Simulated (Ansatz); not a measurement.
## Telling polymorphs of BaTiO₃ apart by ¹⁷O

Computed with Ansatz: DFT, PBE, plane waves and PAW, scalar-relativistic, 420 eV cutoff. Q(¹⁷O) = -25.58 mb, I = 5/2. The cells come from the COD, with the atoms relaxed (PBE, cell held). Calculated pressures reach 4 GPa in size in them. Spin–orbit coupling is left out, which moves gradients at and beside heavy atoms (Ba) by some per cent and at some sites by far more.

**Question.** A calculated ¹⁷O parameter set reads: |C_Q| = 1.21 MHz, η = 0.01 (share 67 %); |C_Q| = 1.75 MHz, η = 0.02 (share 33 %). Which structure does it belong to?
A.
BaTiO3
Space group P4mm (No. 99); a = 3.9998, c = 4.0180 Å.

| site | Wyckoff | site symmetry | x | y | z |
| --- | --- | --- | --- | --- | --- |
| Ba | 1a | 4mm | 0.0000 | 0.0000 | 0.9970 |
| Ti | 1b | 4mm | 0.5000 | 0.5000 | 0.4827 |
| O3 | 1b | 4mm | 0.5000 | 0.5000 | 0.0223 |
| O4 | 2c | 2mm. | 0.5000 | 0.0000 | 0.5130 |
B.
BaTiO3
```cif
data_BaTiO3
_symmetry_space_group_name_H-M 'Amm2'
_symmetry_Int_Tables_number 38
_cell_length_a 3.9841
_cell_length_b 5.6741
_cell_length_c 5.6916
_cell_angle_alpha 90.000
_cell_angle_beta 90.000
_cell_angle_gamma 90.000
loop_
_atom_site_label
_atom_site_type_symbol
_atom_site_symmetry_multiplicity
_atom_site_Wyckoff_symbol
_atom_site_fract_x
_atom_site_fract_y
_atom_site_fract_z
Ba Ba 2 a 0.0000 0.0000 0.0067
Ti Ti 2 b 0.5000 0.0000 0.5203
O3 O 2 a 0.0000 0.0000 0.4918
O4 O 4 e 0.5000 0.7545 0.7387
```

**Answer.** B. BaTiO3 in Amm2 gives |C_Q| = 1.21 MHz, η = 0.01 (share 67 %); |C_Q| = 1.75 MHz, η = 0.02 (share 33 %); there O has 2 Ti at 1.87–2.16 Å, angle 174°; also 4 Ba at 2.79–2.87 Å or 2 Ti at 2.00 Å, angle 171°; also 4 Ba at 2.76–2.93 Å. BaTiO3 in P4mm gives |C_Q| = 0.980 MHz, η = 0.00 (share 33 %); |C_Q| = 1.73 MHz, η = 0.05 (share 67 %); there O has 2 Ti at 1.85–2.17 Å, angle 180°; also 4 Ba at 2.83 Å or 2 Ti at 2.00 Å, angle 173°; also 4 Ba at 2.79–2.88 Å.
